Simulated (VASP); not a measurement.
# NaF (Villiaumite) (Fm-3m) in VASP: settings compared, part 3 of 3

VASP 6.6.1.

## 4. Band structure, TB-mBJ

The input, POSCAR:

```
NaF
1.0
    0.0000000000      2.3200000000      2.3200000000
    2.3200000000      0.0000000000      2.3200000000
    2.3200000000      2.3200000000      0.0000000000
Na F
1 1
Direct
    0.0000000000      0.0000000000      0.0000000000
    0.5000000000      0.5000000000      0.5000000000
```

The input, INCAR.step1:

```
SYSTEM = NaF
PREC     = Accurate       ! precision mode
ENCUT    = 520            ! plane-wave cutoff, eV
EDIFF    = 1E-5           ! SCF threshold, eV
ISMEAR   = 0              ! smearing method
SIGMA    = 0.02           ! smearing width, eV
LREAL    = .False.        ! projectors in reciprocal space
LASPH    = .True.         ! aspherical terms in the spheres
NELM     = 80             ! most SCF steps
ALGO     = Normal         ! electronic algorithm
ISIF     = 2              ! what is computed and relaxed
LWAVE    = .True.         ! write WAVECAR
LCHARG   = .False.        ! write CHGCAR
GGA      = PE             ! functional
```

The input, INCAR.step2:

```
SYSTEM = NaF
PREC     = Accurate       ! precision mode
ENCUT    = 520            ! plane-wave cutoff, eV
EDIFF    = 1E-7           ! SCF threshold, eV
ISMEAR   = 0              ! smearing method
SIGMA    = 0.02           ! smearing width, eV
LREAL    = .False.        ! projectors in reciprocal space
LASPH    = .True.         ! aspherical terms in the spheres
NELM     = 80             ! most SCF steps
ALGO     = Normal         ! electronic algorithm
ISIF     = 2              ! what is computed and relaxed
LWAVE    = .False.        ! write WAVECAR
LCHARG   = .False.        ! write CHGCAR
METAGGA  = MBJ            ! meta-GGA
ISTART   = 1
```

The input, KPOINTS:

```
Automatic mesh
0
Gamma
  10 10 10
  0 0 0
```

The input, KPOINTS_OPT:

```
path GXWKGLUWLK,UX
20
line-mode
reciprocal
 0.0000000000  0.0000000000  0.0000000000  G
 0.5000000000  0.0000000000  0.5000000000  X

 0.5000000000  0.0000000000  0.5000000000  X
 0.5000000000  0.2500000000  0.7500000000  W

 0.5000000000  0.2500000000  0.7500000000  W
 0.3750000000  0.3750000000  0.7500000000  K

 0.3750000000  0.3750000000  0.7500000000  K
 0.0000000000  0.0000000000  0.0000000000  G

 0.0000000000  0.0000000000  0.0000000000  G
 0.5000000000  0.5000000000  0.5000000000  L

 0.5000000000  0.5000000000  0.5000000000  L
 0.6250000000  0.2500000000  0.6250000000  U

 0.6250000000  0.2500000000  0.6250000000  U
 0.5000000000  0.2500000000  0.7500000000  W

 0.5000000000  0.2500000000  0.7500000000  W
 0.5000000000  0.5000000000  0.5000000000  L

 0.5000000000  0.5000000000  0.5000000000  L
 0.3750000000  0.3750000000  0.7500000000  K

 0.6250000000  0.2500000000  0.6250000000  U
 0.5000000000  0.0000000000  0.5000000000  X
```

Potentials or basis: VASP PAW PBE potentials, release 64 (Na_pv, F).

Command:

```bash
cat potpaw_PBE.64/Na_pv/POTCAR potpaw_PBE.64/F/POTCAR > POTCAR
cp INCAR.step1 INCAR
mpirun -np 1 vasp_std > vasp.out
cp INCAR.step2 INCAR
mpirun -np 1 vasp_std > vasp.out
```

OUTCAR:

```text
SYSTEM = NaF
   PREC = Accurate
   ENCUT = 520
   EDIFF = 1E-7
   ISMEAR = 0
   LREAL = .False.
   LASPH = .True.
   NELM = 80
   ISIF = 2
   METAGGA = MBJ
   ISTART = 1

 ion  position               nearest neighbor table
   1  0.000  0.000  0.000-   2 2.32   2 2.32   2 2.32   2 2.32   2 2.32   2 2.32
   2  0.500  0.500  0.500-   1 2.32   1 2.32   1 2.32   1 2.32   1 2.32   1 2.32

  LATTYP: Found a face centered cubic cell.
 ALAT       =     4.6400000000

  Lattice vectors:
[... 523 lines left out ...]
 [... further k-points ...]

------------------------ aborting loop because EDIFF is reached ----------------------------------------

  FORCE on cell =-STRESS in cart. coord.  units (eV):
  Direction    XX          YY          ZZ          XY          YZ          ZX
  --------------------------------------------------------------------------------------
  -------------------------------------------------------------------------------------
  Total      -62.1908821    -62.1908821    -62.1908821     -0.0000000      0.0000000     -0.0000000
  in kB    -3989.7285543  -3989.7285543  -3989.7285543     -0.0000000      0.0000000     -0.0000000
  external PRESSURE =   -3989.7285543 kB  Pullay stress =       0.0000000 kB

 VOLUME and BASIS-vectors are now :
 -----------------------------------------------------------------------------
  energy-cutoff  :      520.00
  volume of cell :       24.97
      direct lattice vectors                 reciprocal lattice vectors
     0.000000000  2.320000000  2.320000000    -0.215517241  0.215517241  0.215517241
     2.320000000  0.000000000  2.320000000     0.215517241 -0.215517241  0.215517241
     2.320000000  2.320000000  0.000000000     0.215517241  0.215517241 -0.215517241

 POSITION                                       TOTAL-FORCE (eV/Angst)
 -----------------------------------------------------------------------------------
      0.00000      0.00000      0.00000         0.000000      0.000000      0.000000
      2.32000      2.32000      2.32000        -0.000000     -0.000000     -0.000000
 -----------------------------------------------------------------------------------
    total drift:                                0.000000     -0.000000      0.000000

  FREE ENERGIE OF THE ION-ELECTRON SYSTEM (eV)
  ---------------------------------------------------
  free  energy   TOTEN  =        29.7017159583 eV

  energy  without entropy=       29.7017159583  energy(sigma->0) =       29.70171596
```

OSZICAR.step1:

```text
N       E                     dE             d eps       ncg     rms          rms(c)
DAV:   1     0.108025986733E+03    0.10803E+03   -0.81638E+03  1089   0.152E+03
DAV:   2    -0.386992783537E+01   -0.11190E+03   -0.10378E+03  1082   0.374E+02
DAV:   3    -0.940110379270E+01   -0.55312E+01   -0.55144E+01  1202   0.827E+01
DAV:   4    -0.945838462591E+01   -0.57281E-01   -0.57275E-01  1126   0.892E+00
DAV:   5    -0.945900286353E+01   -0.61824E-03   -0.61823E-03  1196   0.944E-01    0.542E+00
DAV:   6    -0.857090853889E+01    0.88809E+00   -0.38429E+00  1241   0.188E+01    0.184E+00
DAV:   7    -0.856067112600E+01    0.10237E-01   -0.31269E-02  1040   0.258E+00    0.105E+00
DAV:   8    -0.856204363305E+01   -0.13725E-02   -0.28250E-02  1049   0.426E+00    0.121E-01
DAV:   9    -0.856290590741E+01   -0.86227E-03   -0.41222E-03  1157   0.705E-01    0.906E-02
DAV:  10    -0.856280651057E+01    0.99397E-04   -0.59643E-04  1088   0.359E-01    0.118E-02
DAV:  11    -0.856280438326E+01    0.21273E-05   -0.16999E-05  1135   0.771E-02
   1 F= -.85628044E+01 E0= -.85628044E+01  d E =-.695259E-38
```

It took 70 s on 1 thread of Intel Xeon Platinum 8488C (Sapphire Rapids), shared host; peak memory 0.15 GiB.

Results:

```
Band gap on the k mesh  : 11.05 eV, direct
Band gap along the path : 11.05 eV, direct
```

Levels at the corners of the path, in eV from the valence-band top:
| point | band 4 | band 5 | band 6 | band 7 | band 8 | band 9 | band 10 | band 11 |
| --- | --- | --- | --- | --- | --- | --- | --- | --- |
| Γ | -19.72 | 0.00 | 0.00 | 0.00 | 11.05 | 22.87 | 23.49 | 23.49 |
| X | -19.75 | -0.78 | -0.27 | -0.27 | 18.06 | 18.06 | 18.43 | 22.92 |
| X | -19.75 | -0.78 | -0.27 | -0.27 | 18.06 | 18.06 | 18.43 | 22.92 |
| W | -19.67 | -0.54 | -0.54 | -0.37 | 18.21 | 18.21 | 19.70 | 21.18 |
| W | -19.67 | -0.54 | -0.54 | -0.37 | 18.21 | 18.21 | 19.70 | 21.18 |
| K | -19.68 | -0.65 | -0.51 | -0.25 | 17.79 | 18.18 | 19.16 | 22.88 |
| K | -19.68 | -0.65 | -0.51 | -0.25 | 17.79 | 18.18 | 19.16 | 22.88 |
| Γ | -19.72 | 0.00 | 0.00 | 0.00 | 11.05 | 22.87 | 23.49 | 23.49 |
| Γ | -19.72 | 0.00 | 0.00 | 0.00 | 11.05 | 22.87 | 23.49 | 23.49 |
| L | -19.56 | -0.95 | -0.18 | -0.18 | 15.66 | 17.11 | 22.85 | 24.72 |
| L | -19.56 | -0.95 | -0.18 | -0.18 | 15.66 | 17.11 | 22.85 | 24.72 |
| U | -19.68 | -0.65 | -0.51 | -0.25 | 17.79 | 18.18 | 19.16 | 22.88 |
| U | -19.68 | -0.65 | -0.51 | -0.25 | 17.79 | 18.18 | 19.16 | 22.88 |
| W | -19.67 | -0.54 | -0.54 | -0.37 | 18.21 | 18.21 | 19.70 | 21.18 |
| W | -19.67 | -0.54 | -0.54 | -0.37 | 18.21 | 18.21 | 19.70 | 21.18 |
| L | -19.56 | -0.95 | -0.18 | -0.18 | 15.66 | 17.11 | 22.85 | 24.72 |
| L | -19.56 | -0.95 | -0.18 | -0.18 | 15.66 | 17.11 | 22.85 | 24.72 |
| K | -19.68 | -0.65 | -0.51 | -0.25 | 17.79 | 18.18 | 19.16 | 22.88 |
| U | -19.68 | -0.65 | -0.51 | -0.25 | 17.79 | 18.18 | 19.16 | 22.88 |
| X | -19.75 | -0.78 | -0.27 | -0.27 | 18.06 | 18.06 | 18.43 | 22.92 |

Caveat: the PAW data sets were made with another functional, which shifts forces and pressure a little.

## 5. For comparison

An earlier run on the cell as given: functional PBEsol; potentials or basis VASP PAW PBE potentials, release 64 (Na_pv, F); cutoff 520 eV; k mesh 10 × 10 × 10; occupations fermi-dirac, width 0.05 eV; no spin polarisation.

* Pressure: -0.3 GPa
* Band gap on the k mesh: 6.14 eV, direct

## 6. Overview

```csv
task,level,potentials or basis,smearing,gap on the mesh (eV),pressure (GPa)
band structure,LDA,"VASP PAW LDA potentials, release 64 (Na_pv, F)",gaussian 0.02 eV,5.94,-
band structure,r2SCAN,"VASP PAW PBE potentials, release 64 (Na_pv, F)",gaussian 0.02 eV,7.15,-2.0
band structure,TB-mBJ,"VASP PAW PBE potentials, release 64 (Na_pv, F)",gaussian 0.02 eV,11.05,-
single point,PBEsol,"VASP PAW PBE potentials, release 64 (Na_pv, F)",fermi-dirac 0.05 eV,6.14,-0.3
```

Alike in all rows: no spin polarisation; cell as given; k mesh 10 × 10 × 10; cutoff (eV) 520.

Caveats: the PAW data sets were made with another functional, which shifts forces and pressure a little (some runs).

Absolute energies hang on the potentials; compare differences alone.
